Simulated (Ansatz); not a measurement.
# SiGe: biaxial strain in the a-b plane

The task here is to estimate one member of a computed series from the others.

Method: DFT PBEsol, scalar-relativistic, plane waves, PAW, in Ansatz 0.2.0.

2 further runs of the same task are left out: 2 set aside as unsound or not needed.

## Starting point

Symmetry: P6_3mc, No. 186, hexagonal system. The conventional cell has a = 3.901 Å, b = 3.901 Å, c = 6.443 Å, α = 90.00°, β = 90.00°, γ = 120.00°. Around Si (site symmetry 3m) lie 4 Ge at 2.39 to 2.41 Å. Ge (site symmetry 3m) has 4 Si at 2.39 to 2.41 Å as nearest neighbours.

Structure file:

```
Si Ge
1.0
     3.90060    0.00000    0.00000
    -1.95030    3.37802    0.00000
     0.00000    0.00000    6.44339
Si Ge
2 2
Direct
  0.66667 0.33333 0.87455
  0.33333 0.66667 0.37455
  0.66667 0.33333 0.50045
  0.33333 0.66667 0.00045
```

It goes back to an entry of the Materials Project, which need not be the stable form.

It is the result of an earlier relaxation at this level (volume 21.22 Å³/atom; gap on the mesh: 0.35 eV).

The unstrained cell comes from an earlier run at this level (4 atoms, E(σ→0) -9749.8662 eV, gap 0.35 eV over the zone).

The first run:

Input file input.yaml:

```yaml
crystal:
  lattice:
    - [3.8615909204, 0.0, 0.0]
    - [-1.9307954602, 3.3442358361, 0.0]
    - [0.0, 0.0, 6.4820531262]
  atoms:
    - { symbol: Si, position: [0.6666666667, 0.3333333333, 0.8745463421] }
    - { symbol: Si, position: [0.3333333333, 0.6666666667, 0.3745463421] }
    - { symbol: Ge, position: [0.6666666667, 0.3333333333, 0.5004526579] }
    - { symbol: Ge, position: [0.3333333333, 0.6666666667, 0.0004526579] }
basis:
  ecutwfc: 420
kpoints:
  mp_grid: { grid: [12, 12, 6] }
hamiltonian:
  xc: pbesol
scf:
  occupations: { method: gaussian, width: 0.02 }
output:
  forces: true
  stress: true
  eigenvalues: true
relax:
  adjacent_minimum: "off"
  f_tol: 0.008
  max_steps: 40
  cell: { stress_tol: 0.015, fix: [a, b, gamma] }
```

Run with:

```
$ ansatz run input.yaml --threads 1 --pin off --max-ram 2560MiB --backend cpu --events-out ev --progress --plain --runs-dir out
```

Steps of the session up to this table: At -1.0 %; The gap over the whole zone at -1.0 %; Strain +1.0 %; Seeking the band edges at +1.0 %; The cell strained by -2.0 %; Seeking the band edges at -2.0 %; The cell strained by +2.0 %; Seeking the band edges at +2.0 %; At -3.0 %; The gap over the whole zone at -3.0 %; The cell strained by +3.0 %.

One table of the session follows, with a row left open; its other results are not shown here.

Lengths are those of the vectors of the cell that was run; stresses in GPa:

| strain (%) | ΔE (meV/atom) | a (Å) | b (Å) | c (Å) |
| --- | --- | --- | --- | --- |
| -3.0 | 25.6 | 3.784 | 3.784 | 6.510 |
| -2.0 | 11.2 | 3.823 | 3.823 | 6.487 |
| -1.0 | 2.7 | 3.862 | 3.862 | 6.465 |
| +0.0 | 0.0 | 3.901 | 3.901 | 6.443 |
| +1.0 | ? | ? | ? | ? |
| +2.0 | 10.3 | 3.979 | 3.979 | 6.408 |
| +3.0 | 22.6 | 4.018 | 4.018 | 6.390 |

**Question.** Estimate the row for strain (%) = +1.0.

Worked estimate for «ΔE (meV/atom)». A straight line through the neighbours (0.0, 0.0) and (2.0, 10.3) gives 0.0 + (10.3 − 0.0) × (1.0 − 0.0) / (2.0 − 0.0) = 5.2; a parabola fitted to 4 rows on both sides gives 2.6.

As computed: ΔE (meV/atom): 2.6; a (Å): 3.940; b (Å): 3.940; c (Å): 6.425. In «ΔE (meV/atom)» the line misses by +2.6 and the parabola by 0.0.

ΔE is over the unstrained cell. Stress in GPa, positive in compression, on the Cartesian axes of the input.
